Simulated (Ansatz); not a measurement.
# TiAl2: how the energy converges with the cutoff

TiAl2, P1, a = 6.291 Å, b = 6.326 Å, c = 4.124 Å, α, β, γ = 89.0°, 90.0°, 142.8°. Ansatz: PBEsol, PAW, cutoff varied, Γ-centred 8×8×8 mesh on 6 atoms, Gaussian smearing 0.10 eV; no spin polarisation. Single points at one geometry with displaced atoms, the cutoff alone changed; ΔE is the energy at zero smearing over the run at 600 eV. The runs up to 350 eV lie under the cutoff recommended for these PAW datasets.

| cutoff (eV) | ΔE (meV/atom) |
| --- | --- |
| 200 | 2050.46 |
| 250 | 424.41 |
| 300 | 65.42 |
| 350 | 8.73 |
| 420 | ? |

Question: Assume ΔE falls exponentially with the cutoff, fit y = ln ΔE against x, the cutoff in eV, to the other rows, and predict the missing value.

Answer: y = 7.626, 6.051, 4.181, 2.167. Means x = 275.0, y = 5.0062; Σ(Δx)² = 12500, ΣΔxΔy = -456.2; the slope is their ratio. y = 15.04 − 0.03649 x, a factor of ten per 63 eV. At 420 eV this gives ΔE = 0.75 meV/atom. The run gave 0.54, a ratio of 1.39. Between neighbouring rows the decay runs from a factor of ten per 57 eV to one per 73 eV, so one exponential is only a rough guide.

7 further runs of this set didn't finish or converge.

Cost: 6 runs of about 2.2 core-minutes in all, on Intel Xeon 6975P-C (Granite Rapids) (shared hosts).